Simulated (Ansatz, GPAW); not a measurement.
**InP: 3 runs at one level of theory**

```
CELL_PARAMETERS angstrom
0.00000 2.93050 2.93050
2.93050 0.00000 2.93050
2.93050 2.93050 0.00000
ATOMIC_POSITIONS crystal
In 0.00000 0.00000 0.00000
P 0.75000 0.75000 0.75000
```

Alike in all runs: task single point; functional PBE; k mesh 8 × 8 × 8; occupations gaussian, width 0.023 eV; no spin polarisation; no spin-orbit coupling. Pressure is positive in compression and, in plane waves, holds the error of the finite cutoff, which Ansatz's Pulay term estimates and takes out.

```csv
program and potentials,plane-wave cutoff (eV),notes,band gap (eV),pressure (GPa)
"Ansatz, Ansatz PAW",420,-,?,?
"GPAW, GPAW PAW data sets (gpaw-data 1.2.1)",600,-,0.71,3.04
"Ansatz, all-electron LAPW, scalar-relativistic",-,-,0.71,3.34
```

Problem. Estimate from the other rows what the run with Ansatz, Ansatz PAW gave.

Solution. Band gap 0.72 eV; pressure 3.34 GPa. Its pressure holds a Pulay term of +0.04 GPa. The other rows, which needn't bracket it: band gap 0.71; pressure 3.04 to 3.34.
